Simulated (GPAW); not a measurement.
Runs of GPAW 26.7.0 on FeO (Wuestite). The structure is cubic, space group Fm-3m (No. 225). Conventional cell: a = 4.311 Å, b = 4.311 Å, c = 4.311 Å, α = 90.00°, β = 90.00°, γ = 90.00°. Fe (site symmetry m-3m) has 6 O at 2.16 Å as nearest neighbours. O (site symmetry m-3m) has 6 Fe at 2.16 Å as nearest neighbours. 

```csv
cell,target pressure,gap on the mesh (eV),pressure (GPa),moment (μB)
relaxed to 5 GPa,5 GPa,none,5.0,(a)
relaxed,-,none,0.2,4.00
relaxed to 30 GPa,30 GPa,none,29.9,3.73
relaxed to 10 GPa,10 GPa,none,10.0,3.98
relaxed to 20 GPa,20 GPa,none,20.3,3.83
relaxed to 2 GPa,2 GPa,none,2.0,4.00
```

Alike in all rows: task relaxation of cell and atoms; level PBEsol; potentials or basis PAW data sets generated in the run's folder for this functional, pw; spin collinear, ferromagnetic start; k mesh 9 × 9 × 9; cutoff (eV) 800; smearing fermi-dirac 0.05 eV.

Q: Estimate the missing entries.

A: (a) 3.99.

Caveats: each step starts from the last one's moments, so a moment once lost doesn't come back; later steps reuse the first step's grids; a cell with one magnetic atom can't hold antiferromagnetic order, which such compounds often take; semilocal functionals often make such compounds metallic where correlation or magnetic order opens a gap, which also shifts bond lengths.

A gap of «none» marks a metal or a gap under the smearing width.
